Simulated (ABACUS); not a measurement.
Wanted: the native input for an ABACUS 3.10.1 run.

```
Task                                          : single point
Functional                                    : PBE
Potentials or basis                           : PseudoDojo NC SR 0.4.1 PBE standard
Cutoff                                        : 1102 eV
Density cutoff                                : 4408 eV
Basis                                         : plane waves
k mesh                                        : 8 × 8 × 6
Occupations                                   : fermi-dirac, width 0.05 eV
Spin                                          : no spin polarisation
Radial cutoff of the potentials (pseudo_rcut) : 10 bohr
SCF threshold on the density                  : 1e-08
Max SCF steps                                 : 100
Eigensolver                                   : dav
Mixing                                        : broyden
Mixing share                                  : 0.7
Symmetry key                                  : 1
Bands                                         : 19
```

Crystal: Sb.

```
Sb
1.0
     1.57654   -1.57654   -2.71194
     1.57654   -1.57654    2.71194
    -3.15308   -3.15308    0.00000
Sb
2
Cartesian
  0.3002 -3.6710 -0.0405
  -0.3002 -5.7882 0.0405
```

This isn't the form of Sb at room conditions, which is rhombohedral.

The cell isn't the ideal one: atom 2 moved 1.20 Å.

The input as run:

INPUT

```
INPUT_PARAMETERS
suffix              Sb
calculation         scf
basis_type          pw
pseudo_dir          ./
symmetry            1
dft_functional      pbe
ecutwfc             81
pseudo_rcut         10
nspin               1
nbands              19
ks_solver           dav
smearing_method     fd
smearing_sigma      0.00367493
scf_thr             1e-08
scf_nmax            100
mixing_type         broyden
mixing_beta         0.7
cal_force           1
cal_stress          1
out_chg             1
out_pot             2
out_elf             1
```

STRU

```
ATOMIC_SPECIES
Sb 121.7600 Sb.upf

LATTICE_CONSTANT
1.8897261246

LATTICE_VECTORS
1.5765401800 -1.5765401800 -2.7119384300
1.5765401800 -1.5765401800 2.7119384300
-3.1530803700 -3.1530803700 0.0000000000

ATOMIC_POSITIONS
Direct

Sb
0.0
2
0.6372077500 0.6222583000 0.5345230600 1 1 1
0.8627922500 0.8777417000 0.9654769400 1 1 1
```

KPT

```
K_POINTS
0
Gamma
8 8 6 0 0 0
```

Potentials or basis: PseudoDojo NC SR 0.4.1 PBE standard, plane waves.

The run is started by

```sh
$ OMP_NUM_THREADS=1 mpirun -np 4 abacus > log
```

It gave:

The pressure is 33.6 GPa, the largest force is 11.794 eV/Å and the band gap on the k mesh is none (metal or under the smearing width).

Caveat: a pressure of tens of GPa on the cell as given is suspect, and the run, the potentials or the cell itself is likely at fault; forces of over 1 eV/Å show positions far from the minimum, so gaps and moduli don't describe the material at rest.

It took 71 s on 4 MPI ranks on Intel(R) Xeon(R) CPU @ 2.60GHz (Ice Lake), with other jobs on the host, peak memory 0.52 GiB a rank.
